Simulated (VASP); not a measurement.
Runs of VASP 6.6.1 on ZrN. It takes space group Fm-3m (No. 225, cubic). Conventional cell: a = 4.600 Å, b = 4.600 Å, c = 4.600 Å, α = 90.00°, β = 90.00°, γ = 90.00°. Zr (site symmetry m-3m) has 6 N at 2.30 Å as nearest neighbours. N (site symmetry m-3m) has 6 Zr at 2.30 Å as nearest neighbours. 

```csv
task,level,spin,cell,k mesh,cutoff (eV),smearing,gap on the mesh (eV),pressure (GPa),relaxed volume (Å³/atom)
relaxation of cell and atoms,BLYP,off,relaxed,10 × 10 × 10,600,fermi-dirac 0.05 eV,none,-0.1,12.57
band structure,revPBE,off,as given,10 × 10 × 10,520,fermi-dirac 0.05 eV,-,2.1,-
relaxation of cell and atoms,RPBE,off,relaxed,10 × 10 × 10,600,fermi-dirac 0.05 eV,none,0.0,12.32
single point,PBE,off,as given,10 × 10 × 10,520,gaussian 0.011 eV,none,(a),-
relaxation of cell and atoms,revPBE,off,relaxed,10 × 10 × 10,600,fermi-dirac 0.05 eV,none,0.0,(b)
```

Alike in all rows: potentials or basis VASP PAW PBE potentials, release 64 (Zr_sv, N).

**Question.** Fill in the values left out.

**Answer.** (a) -0.6; (b) 12.27.

Caveats: the PAW data sets were made with another functional, which shifts forces and pressure a little (some runs).

A k mesh can miss the band edges, and the runs leave out spin-orbit coupling on Zr.

A gap of «none» marks a metal or a gap under the smearing width.
